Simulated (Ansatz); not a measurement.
## Mo: equation of state with PBE

The system is Mo.

```
Mo
1.0
    -1.58381    1.58381    1.58381
     1.58381   -1.58381    1.58381
     1.58381    1.58381   -1.58381
Mo
1
Cartesian
  0.0000 0.0000 0.0000
```

```json
{
 "Program": "Ansatz 0.2.0",
 "Task": "equation of state",
 "Functional": "PBE",
 "Potentials or basis": "Ansatz PAW earlier set",
 "Cutoff": "500 eV",
 "Density cutoff": "2000 eV",
 "k mesh": "12 × 12 × 12",
 "Occupations": "fermi-dirac, width 0.05 eV",
 "Spin": "no spin polarisation"
}
```

| Property | Result |
| --- | --- |
| Equilibrium volume | 15.78 Å³/atom |
| Bulk modulus | 262 GPa |
| Pressure derivative of the bulk modulus | 4.3 |

Energy against volume, from the lowest point:
```tsv
volume (Å³/atom)	energy (meV/atom)
14.938	39.59
15.256	14.33
15.574	1.55
15.892	0.00
16.209	8.53
16.527	26.13
16.845	51.86
```

All runs of the series together: 4.3 s on 2 threads of Arm Neoverse V2, with other jobs on the host.
